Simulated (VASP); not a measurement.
Wanted: the native input for a VASP 6.6.1 run.

| Property | Result |
| --- | --- |
| Task | single point |
| Functional | r2SCAN |
| Dispersion | D4 |
| Potentials or basis | VASP PAW PBE potentials, release 64 (K_sv) |
| Cutoff | 520 eV |
| k mesh | 7 × 7 × 7 |
| Occupations | fermi-dirac, width 0.02 eV |
| Spin | no spin polarisation |
| Dipole correction | no |
| Further INCAR settings | ALGO = Normal; EDIFF = 1e-06; NBANDS = 10 |

K:

```
K
1.0
     4.28208    0.00000    0.00000
     0.00000    4.28208    0.00000
     0.00000    0.00000    4.36772
K
1
Direct
  0.00000 0.00000 0.00000
```

This isn't the form of K at room conditions, which is bcc.

These files were run (other wordings do the same):

POSCAR

```
K
1.0
    4.2820800277      0.0000000000      0.0000000000
    0.0000000000      4.2820800277      0.0000000000
    0.0000000000      0.0000000000      4.3677216282
K
1
Direct
    0.0000000000      0.0000000000      0.0000000000
```

INCAR.step1

```
SYSTEM = K
  PREC = Accurate
  ENCUT = 520
  ISMEAR = -1
  SIGMA = 0.02
  LREAL = .False.
  LASPH = .True.
  NELM = 100
  NBANDS = 10
  GGA = PE
  ALGO = Normal
  EDIFF = 1E-4
  LWAVE = .True.
  LCHARG = .False.
```

INCAR.step2

```
SYSTEM = K
  PREC = Accurate
  ENCUT = 520
  EDIFF = 1E-6
  ISMEAR = -1
  SIGMA = 0.02
  LREAL = .False.
  LASPH = .True.
  NELM = 100
  ALGO = Normal
  ISIF = 2
  LWAVE = .False.
  LCHARG = .False.
  METAGGA = R2SCAN
  LMIXTAU = .True.
  IVDW = 13
  VDW_S6 = 1.0
  VDW_S8 = 0.6018749
  VDW_A1 = 0.51559235
  VDW_A2 = 5.77342911
  NBANDS = 10
  ISTART = 1
```

KPOINTS

```
Automatic mesh
0
Gamma
  7 7 7
  0 0 0
```

Potentials or basis: VASP PAW PBE potentials, release 64 (K_sv).

Launch:

```bash
$ cat potpaw_PBE.64/K_sv/POTCAR > POTCAR
$ cp INCAR.step1 INCAR
$ mpirun -np 1 vasp_std > vasp.out
$ cp INCAR.step2 INCAR
$ mpirun -np 1 vasp_std > vasp.out
```

It gave:

| Quantity | Value |
| --- | --- |
| Pressure | -0.1 GPa |
| Band gap on the k mesh | none (metal or under the smearing width) |
| Dispersion energy per atom | -0.019 eV |

Caveat: the PAW data sets were made with another functional, which shifts forces and pressure a little; pairwise dispersion overbinds metals, which lowers pressure and volume.

Run time: 30 s on 1 thread of Intel(R) Xeon(R) 6975P-C (Granite Rapids) (shared host), peak memory 0.19 GiB.
